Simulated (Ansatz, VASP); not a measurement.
CdTe in VASP and in Ansatz

The input POSCAR:

```
CdTe
1.0
    0.0000000000      3.1248750000      3.0447500000
    3.1248750000      0.0000000000      3.0447500000
    3.1248750000      3.1248750000      0.0000000000
Cd Te
1 1
Direct
    0.0000000000      0.0000000000      0.0000000000
    0.7500000000      0.7500000000      0.7500000000
```

File INCAR.step1:

```
  PREC = Accurate
  ENCUT = 520
  ISMEAR = 0
  SIGMA = 0.05
  LREAL = False
  LASPH = True
  NELM = 100
  NBANDS = 16
  GGA = PE
  ALGO = Normal
  EDIFF = 1E-4
  LWAVE = True
  LCHARG = False
```

INCAR.step2

```
  PREC = Accurate
  ENCUT = 520
  EDIFF = 1E-7
  ISMEAR = 0
  SIGMA = 0.05
  LREAL = False
  LASPH = True
  NELM = 100
  ALGO = Normal
  ISIF = 2
  LWAVE = False
  LCHARG = False
  METAGGA = R2SCAN
  LMIXTAU = True
  NBANDS = 16
  ISTART = 1
```

KPOINTS

```
Automatic mesh
0
Gamma
  8 8 8
```

Input for Ansatz:

```yaml
crystal:
  lattice:
    - [0.0, 3.124875, 3.04475]
    - [3.124875, 0.0, 3.04475]
    - [3.124875, 3.124875, 0.0]
  atoms:
    - { symbol: Cd, position: [0.0, 0.0, 0.0] }
    - { symbol: Te, position: [0.75, 0.75, 0.75] }
basis:
  ecutwfc: 500
kpoints:
  mp_grid: { grid: [8, 8, 8] }
hamiltonian:
  xc: r2scan
scf:
  occupations: { method: gaussian, width: 0.05 }
output:
  forces: true
  stress: true
  eigenvalues: true
```

Change from the starting cell: strain -0.025 along x and y, -0.050 along z, atoms carried along.

Alike in both runs: task single point; functional r2SCAN; k mesh 8 × 8 × 8; occupations gaussian, width 0.05 eV; no spin polarisation.

```csv
,VASP,Ansatz
version,VASP 6.6.1,Ansatz 0.2.0
potentials or method,"VASP PAW PBE potentials, release 64 (Cd, Te)","scalar-relativistic, plane waves, PAW"
plane-wave cutoff (eV),520,500
valence electrons in the cell,18,36
```

```tsv
	VASP	Ansatz	Ansatz less VASP
gap on the k mesh at the Fermi level (eV)	1.66	1.66	-0.003
least direct gap on the mesh (eV)	1.66	1.66	-0.003
pressure (GPa)	10.4	10.2	-0.21
largest component of the traceless stress (GPa)	0.11	0.11	-0.002
```

The two sets of potentials don't hold the same shells in valence.

Caveats: the PAW data sets were made with another functional, which shifts forces and pressure a little (VASP); spin-orbit coupling is left out, which moves the levels of the heavy elements.
